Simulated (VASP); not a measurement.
Input of a VASP 6.6.1 run:

The input INCAR:

```
PREC = Accurate ; ENCUT = 600
EDIFF = 1E-7 ; ISMEAR = -1
SIGMA = 0.05 ; LREAL = F
LASPH = T ; NELM = 80
ALGO = Normal ; ISIF = 3
LWAVE = F ; LCHARG = F
GGA = PS ; IBRION = 2
NSW = 40 ; EDIFFG = -0.02
```

File KPOINTS:

```
regular mesh
0
Gamma
  4 4 4
```

POSCAR

```
Ga2O3
1.0
    2.8769363900      0.0000000000      4.4776666700
   -1.4384682000      2.4915000000      4.4776666700
   -1.4384682000     -2.4915000000      4.4776666700
Ga O
4 6
Direct
    0.3554000000      0.3554000000      0.3554000000
    0.1446000000      0.1446000000      0.1446000000
    0.6446000000      0.6446000000      0.6446000000
    0.8554000000      0.8554000000      0.8554000000
    0.5549000000     -0.0549000000      0.2500000000
   -0.0549000000      0.2500000000      0.5549000000
    0.2500000000      0.5549000000     -0.0549000000
    0.4451000000      1.0549000000      0.7500000000
    1.0549000000      0.7500000000      0.4451000000
    0.7500000000      0.4451000000      1.0549000000
```

Potentials or basis: VASP PAW PBE potentials, release 64 (Ga_d, O).

The run is started by

```sh
$ cat potpaw_PBE.64/Ga_d/POTCAR potpaw_PBE.64/O/POTCAR > POTCAR
$ mpirun -np 1 vasp_std > vasp.out
```

(1) What does it give for the relaxed cell?

(2) Predict the space group after relaxing (to 0.05 Å).

(3) What does it give for the relaxed volume?

(4) Predict the band gap on the k mesh.

## Answers

(1) a = 5.336 Å, b = 5.336 Å, c = 5.336 Å, α = 55.91°, β = 55.91°, γ = 55.91°.

(2) R-3c (No. 167).

(3) 9.72 Å³/atom.

(4) 2.73 eV, indirect (least direct gap 2.94 eV).

Caveat: the PAW data sets were made with another functional, which shifts forces and pressure a little.
